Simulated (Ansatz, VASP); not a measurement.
## GaN: VASP beside Ansatz

```
CELL_PARAMETERS angstrom
0.00000 2.17722 2.17722
2.17722 0.00000 2.17722
2.17722 2.17722 0.00000
ATOMIC_POSITIONS crystal
Ga 0.00000 0.00000 0.00000
N 0.75000 0.75000 0.75000
```

Alike in both runs: functional PBE; k mesh 10 × 10 × 10; no spin polarisation.

Ansatz relaxed the structure, and its values are those at the end. VASP's run is a single point on that final structure, the one shown.

```csv
,VASP,Ansatz
version,VASP 6.6.1,Ansatz 0.2.0
potentials or method,"VASP PAW PBE potentials, release 64 (Ga_d, N)","scalar-relativistic, plane waves, PAW"
plane-wave cutoff (eV),520,420
occupations,"gaussian, width 0.01 eV",fixed
valence electrons in the cell,18,18
```

VASP gave:

| Quantity | Value |
| --- | --- |
| gap on the k mesh at the Fermi level (eV) | 2.39 |
| least direct gap on the mesh (eV) | 2.39 |

Task: Which values does Ansatz return?

Result: gap on the k mesh at the Fermi level (eV): 2.38; least direct gap on the mesh (eV): 2.38.

 A hybrid or GW would open this gap; PBE tends to underestimate it.
